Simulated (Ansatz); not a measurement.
# Band structure of Te

```yaml
crystal:
  lattice:
    - [4.23410, -2.37120, 0.00000]
    - [4.23410, 2.37120, 0.00000]
    - [-0.13045, 0.00000, 3.95735]
  atoms:
    - { symbol: Te, position: [0.67600, 0.67600, 0.67500] }
    - { symbol: Te, position: [0.32400, 0.32400, 0.32500] }
    - { symbol: Te, position: [0.00000, 0.00000, 0.00000] }
```

Atoms are numbered in the order listed.

The cell is COD entry 1533530, as deposited and not checked against the literature; nothing was relaxed.

No spin–orbit coupling, which matters for the heavy atoms here.

The calculation used DFT, LDA, all-electron LAPW, scalar-relativistic in Ansatz 0.2.0.

The runs use a Γ-centred 8×8×8 k mesh, Fermi–Dirac smearing of 0.05 eV, basis error target 1 meV/atom, no spin polarisation.

Points in fractions of the reciprocal vectors of this cell: Γ (0, 0, 0), C (-0.328, 0.328, 0), C2 (-0.672, -0.328, 0), Y2 (-0.5, -0.5, 0), M2 (-0.5, -0.5, 0.5), D (-0.677, -0.323, 0.5), D2 (-0.323, 0.323, 0.5), A (0, 0, 0.5). The path joins them by straight lines in the order Γ–C–C2–Y2–Γ–M2–D–D2–A; legs that retrace an earlier one aren't tabulated. Energies are in eV from the Fermi level.

Metal or insulator at this level of theory?

No gap opens: metallic or semimetallic.

Tabulate bands 33 to 39, counted from the lowest band of the run, along the path.


```csv
k (1/Å),point,band 33,band 34,band 35,band 36,band 37,band 38,band 39
0.00,Γ,-3.91,-3.88,-2.16,-1.86,1.54,2.91,3.25
0.12,,-3.91,-3.19,-1.97,-1.69,1.38,2.62,3.18
0.25,,-3.36,-2.73,-1.26,-1.16,0.93,1.91,3.11
0.37,,-2.96,-2.47,-0.28,-0.20,0.30,1.00,3.11
0.50,,-2.68,-2.25,-0.43,-0.03,0.84,1.00,3.16
0.62,,-2.45,-2.06,-1.09,-1.08,1.93,2.11,3.24
0.75,,-2.28,-2.25,-1.79,-1.68,2.79,2.93,3.29
0.87,C,-3.33,-2.20,-2.00,-1.66,3.23,3.24,3.31
0.99,,-2.93,-2.27,-1.79,-1.49,2.70,2.92,3.41
1.11,,-2.77,-2.48,-1.10,-0.91,1.85,2.08,3.18
1.24,,-2.71,-2.58,-0.21,-0.10,0.85,1.15,2.97
1.36,,-2.71,-2.58,-0.21,-0.10,0.85,1.15,2.97
1.48,,-2.77,-2.48,-1.10,-0.91,1.85,2.08,3.18
1.60,,-2.93,-2.27,-1.79,-1.49,2.70,2.92,3.41
1.72,C2,-3.33,-2.20,-2.00,-1.66,3.23,3.24,3.31
1.79,,-3.23,-2.40,-1.84,-1.56,3.18,3.25,3.31
1.85,,-2.93,-2.58,-1.61,-1.41,2.95,3.07,3.24
1.92,,-2.71,-2.67,-1.29,-1.19,2.58,2.72,2.99
1.98,,-2.76,-2.50,-0.89,-0.88,2.12,2.26,2.80
2.05,,-2.76,-2.39,-0.47,-0.42,1.60,1.74,2.66
2.11,,-2.75,-2.34,0.00,0.08,1.07,1.20,2.58
2.18,Y2,-2.74,-2.32,0.44,0.49,0.60,0.76,2.55
2.28,,-2.98,-1.73,-0.08,0.12,0.93,1.21,2.63
2.39,,-3.02,-0.94,-0.78,-0.31,1.25,1.70,1.83
2.49,,-3.05,-1.50,-0.80,-0.13,0.67,1.62,2.11
2.60,,-3.10,-2.21,-1.22,-0.58,0.73,1.99,2.44
2.71,,-3.24,-2.89,-1.67,-1.39,1.22,2.49,2.69
2.81,,-3.60,-3.50,-2.07,-1.74,1.47,2.85,3.01
2.92,Γ,-3.91,-3.88,-2.16,-1.86,1.54,2.91,3.25
3.07,,-3.67,-3.39,-2.37,-1.43,1.20,2.37,3.15
3.22,,-3.16,-2.53,-2.25,-1.03,0.32,1.24,3.06
3.38,,-2.90,-1.72,-1.51,-0.78,-0.71,0.00,3.01
3.53,,-3.27,-1.79,-1.22,-0.86,-0.32,-0.10,2.91
3.68,,-3.75,-2.69,-2.28,0.13,0.68,0.90,2.72
3.83,,-3.97,-3.38,-3.21,1.05,1.37,2.06,2.42
3.99,M2,-3.95,-3.91,-3.74,1.51,1.67,2.20,2.63
4.05,,-4.42,-3.34,-3.27,1.44,1.62,2.15,2.55
4.12,,-4.90,-2.71,-2.65,1.24,1.48,2.02,2.34
4.19,,-5.32,-2.05,-2.00,0.94,1.27,1.81,2.02
4.26,,-5.69,-1.37,-1.34,0.59,1.02,1.58,1.65
4.32,,-5.98,-0.70,-0.69,0.20,0.78,1.25,1.34
4.39,,-6.19,-0.20,-0.20,-0.10,0.69,0.84,1.18
4.46,D,-6.12,-0.58,-0.20,0.17,0.42,1.08,1.32
4.58,,-5.80,-1.52,-1.07,0.56,0.80,1.45,1.97
4.70,,-5.21,-2.69,-2.24,1.12,1.40,1.76,2.64
4.81,,-4.45,-3.73,-3.33,1.55,1.79,1.88,3.09
4.93,,-4.45,-3.73,-3.33,1.55,1.79,1.88,3.09
5.05,,-5.21,-2.69,-2.24,1.12,1.40,1.76,2.64
5.17,,-5.80,-1.52,-1.07,0.56,0.80,1.45,1.97
5.29,D2,-6.12,-0.58,-0.20,0.17,0.42,1.08,1.32
5.42,,-5.72,-1.23,-0.70,-0.30,-0.11,2.16,2.27
5.54,,-5.27,-1.77,-1.27,-0.93,-0.54,2.82,2.94
5.66,,-4.81,-2.15,-1.90,-1.43,-0.93,2.57,2.71
5.78,,-4.43,-2.52,-2.29,-1.80,-1.24,1.62,1.77
5.90,,-4.08,-3.09,-2.18,-2.05,-1.43,0.44,0.61
6.03,,-3.29,-3.17,-2.16,-2.00,-1.47,-0.76,-0.50
6.15,A,-2.76,-2.68,-1.86,-1.81,-1.78,-1.60,-1.03
```
